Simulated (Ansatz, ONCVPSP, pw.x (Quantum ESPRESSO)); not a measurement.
**From atom to crystal: ONCV potential for copper**

- Element: copper (Cu)
- Generator: ONCVPSP 4.0.1.1 (patched build)
- Type: optimised norm-conserving Vanderbilt (ONCV)
- Functional: PBE
- Relativity: scalar-relativistic
- Frozen core: [Ar]
- Valence charge: 11
- Reference configuration: 3d10 4p1
- Partial waves: s scattering state at 0.15 Ha: rc 3.45 bohr, ncon 5, nbas 9, qcut 1.8 1/bohr, 3 projectors, debl 2.3 Ha; 4p: rc 3.70 bohr, ncon 5, nbas 10, qcut 2.1 1/bohr, 2 projectors, debl 1.8 Ha; 3d: rc 1.10 bohr, ncon 3, nbas 8, qcut 12 1/bohr, local
- Local potential: the d channel
- Core correction: none

In the s channel the program set the typed energies aside and used -0.223, 2.077, 4.377 Ha.

Crystal test: bcc Cu in pw.x 7.5, no spin, 16³ k-points, Fermi–Dirac smearing 0.01 Ry, cutoffs 170/680 Ry. The reference is all-electron LAPW (Ansatz 0.2.0) with the same functional, mesh and smearing; V0 and B0 come from Birch–Murnaghan fits to the pressures at five volumes. Errors are pseudo minus all-electron; Δ is the rms difference of the E(V) curves that follow from these fits, minima aligned, over ±6 % about the mean V0. Mesh and smearing are coarse, so the numbers serve the comparison and aren't converged zero-temperature values; the lattice is a test structure that the element need not adopt.

All-electron: a0 = 2.885 Å (V0 = 12.01 Å³/atom), B0 = 138.4 GPa.

Q: How far does the potential miss the all-electron equation of state?

A: mean pressure error (GPa): -64.50. The pressure does not cross zero within the volumes sampled, so no fit is given. The largest radius (3.70 bohr) exceeds half the bond length (2.36 bohr), so the spheres overlap, which is one possible source of error among others. This is a poor potential for the solid. Note: ghosts flagged at negative energy: s at -63.7 eV, p at -27.0 eV (a further GHOST(-) flag falls on a real empty level of the atom); no localised positive-energy state flagged. A true bound ghost makes a file unfit for plane-wave use.

```json
{"V (Å³/atom)": "11.418", "P all-electron (GPa)": "7.97", "P pseudo (GPa)": "-26.87"}
{"V (Å³/atom)": "11.719", "P all-electron (GPa)": "3.63", "P pseudo (GPa)": "-48.46"}
{"V (Å³/atom)": "12.019", "P all-electron (GPa)": "-0.10", "P pseudo (GPa)": "-67.46"}
{"V (Å³/atom)": "12.319", "P all-electron (GPa)": "-3.30", "P pseudo (GPa)": "-82.62"}
{"V (Å³/atom)": "12.620", "P all-electron (GPa)": "-6.04", "P pseudo (GPa)": "-94.92"}
```

Q: At the middle volume, how do free energy and pressure move when the wave cutoff is lowered (ecutrho kept at four times it)?

A:

| cutoff (Ry) | shift of F (meV/atom) | shift of P (GPa) |
| --- | --- | --- |
| 76 | +42523.4 | -1952.91 |
| 102 | +5042.0 | -444.85 |
| 136 | +73.8 | -2.63 |

The run at the middle volume (145 k-points, 35 iterations) took about 3.4 min on one core of a shared host (Neoverse-V2, 96 threads, 742 GiB, load 68).
